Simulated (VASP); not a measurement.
# Sb: restarted molecular dynamics, 2 variants

Sb, P6_3/mmc (no. 194), 16 atoms in the cell. PBE, molecular dynamics; PAW potentials Sb (PBE set).

| Restart from | Temperature at the end (K) | The same without a restart (K) | Potential energy at the end (eV/atom) | The same without a restart (eV/atom) | Electronic steps in the first step after the restart | Time (s) |
|---|---|---|---|---|---|---|
| CONTCAR with velocities, WAVECAR read | 542.0 | 542.0 | -3.71742 | -3.71742 | 4 | 524 |
| CONTCAR with velocities, no WAVECAR | 542.0 | 542.0 | -3.71742 | -3.71742 | 13 | 685 |

Limits: 240 fs of 16 atoms are too short for converged averages.

## Input of the first row

INCAR.step1:
```
SYSTEM = Sb
GGA = PE
PREC = Normal
ENCUT = 200
EDIFF = 1E-6
NELMIN = 4
NELM = 60
ALGO = Fast
LREAL = Auto
LASPH = .True.
ISMEAR = -1
SIGMA = 0.05
ISYM = 0
LWAVE = .True.
LCHARG = .False.
IBRION = 0
NSW = 30
POTIM = 4.0
TEBEG = 1000
ISIF = 2
RANDOM_SEED = 891278 0 0
MDALGO = 2
SMASS = -3
KPAR = 2
```

INCAR.step2, as INCAR.step1 but for:
```
- LWAVE = .True.
+ LWAVE = .False.
```

KPOINTS:
```
k-points
0
Monkhorst-Pack
  2 2 1
```

POSCAR.step1:
```
Sb
1.0
    6.7090648372      0.0000000000      0.0000000000
   -3.3545324186      5.8102205846      0.0000000000
    0.0000000000      0.0000000000     10.9403213000
Sb
16
Direct
    0.3333333334      0.1666666666      0.3750000000
    0.3333333334      0.1666666666      0.8750000000
    0.3333333334      0.6666666667      0.3750000000
    0.3333333334      0.6666666667      0.8750000000
    0.8333333333      0.1666666666      0.3750000000
    0.8333333333      0.1666666666      0.8750000000
    0.8333333333      0.6666666667      0.3750000000
    0.8333333333      0.6666666667      0.8750000000
    0.1666666666      0.3333333334      0.1250000000
    0.1666666666      0.3333333334      0.6250000000
    0.1666666666      0.8333333334      0.1250000000
    0.1666666666      0.8333333334      0.6250000000
    0.6666666666      0.3333333334      0.1250000000
    0.6666666666      0.3333333334      0.6250000000
    0.6666666666      0.8333333334      0.1250000000
    0.6666666666      0.8333333334      0.6250000000
```

Commands (each step's output is kept before the next begins):
```
cat potpaw_PBE.64/Sb/POTCAR > POTCAR
cp INCAR.step1 INCAR
cp POSCAR.step1 POSCAR
mpirun -np 2 vasp_std > vasp.out
cp CONTCAR POSCAR
cp INCAR.step2 INCAR
mpirun -np 2 vasp_std > vasp.out
```

Changes of the last row against the first:
```
(step 1)
- LWAVE = True
+ LWAVE = False
```

VASP 6.6.1 took 524 s on 2 cores (Intel Xeon Platinum 8259CL @ 2.50GHz (Skylake/Cascade Lake)), a shared host.
